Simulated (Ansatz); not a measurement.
# AgBr (rocksalt type): a single-point run

Wanted: a converged single-point run for AgBr (rocksalt type), and a check of what comes out. The structure is shown as the input types it.

Computed with Ansatz 0.2.0 (DFT, PBE, all-electron LAPW, scalar-relativistic, unless a step's input says otherwise).

1 further run of the same task is left out (it didn't finish).

### 1 The structure to begin with

Symmetry: Fm-3m, No. 225, cubic system. The conventional cell has a = 5.841 Å, b = 5.841 Å, c = 5.841 Å, α = 90.00°, β = 90.00°, γ = 90.00°. Ag (site symmetry m-3m) has 6 Br at 2.92 Å as nearest neighbours. Br (site symmetry m-3m) has 6 Ag at 2.92 Å as nearest neighbours.

Structure file:

```xyz
2
Lattice="0.0000 2.9204 2.9204 2.9204 0.0000 2.9204 2.9204 2.9204 0.0000" Properties=species:S:1:pos:R:3 pbc="T T T"
Ag    0.0000    0.0000    0.0000
Br    2.9204    2.9204    2.9204
```

### 2 The run

input.yaml reads:

```yaml
crystal:
  lattice:
    - [0.0, 2.9204459508, 2.9204459508]
    - [2.9204459508, 0.0, 2.9204459508]
    - [2.9204459508, 2.9204459508, 0.0]
  atoms:
    - { symbol: Ag, position: [0.0, 0.0, 0.0] }
    - { symbol: Br, position: [0.5, 0.5, 0.5] }
kpoints:
  mp_grid: { grid: [14, 14, 14] }
  band_path:
    path:
      - [0.0, 0.0, 0.0]
      - [0.5, 0.0, 0.5]
      - [0.625, 0.25, 0.625]
      - [0.375, 0.375, 0.75]
      - [0.0, 0.0, 0.0]
      - [0.5, 0.5, 0.5]
      - [0.5, 0.25, 0.75]
      - [0.5, 0.0, 0.5]
    npoints: 14
scf:
  occupations: { method: fixed }
  max_iter: 75
hamiltonian:
  xc: pbe
  pseudopotentials: { kind: all_electron, lapw: { basis_error: 0.001 } }
output:
  forces: true
  stress: true
  eigenvalues: true
  populations: true
```

Run with:

```sh
ansatz run input.yaml --threads 1 --pin off --max-ram 2048MiB --backend cpu --events-out ev --progress --plain --runs-dir out
```

Q: Will this input give a usable result? If not, why, and what should change?

This run ends as converged. Convergence says nothing about whether the input makes sense.

Fixed occupations are right only where a gap separates filled from empty bands at every k-point. This system has one (0.69 eV on the mesh), so they are sound here.

The occupations need no remedy; a run with other occupations serves as a check.
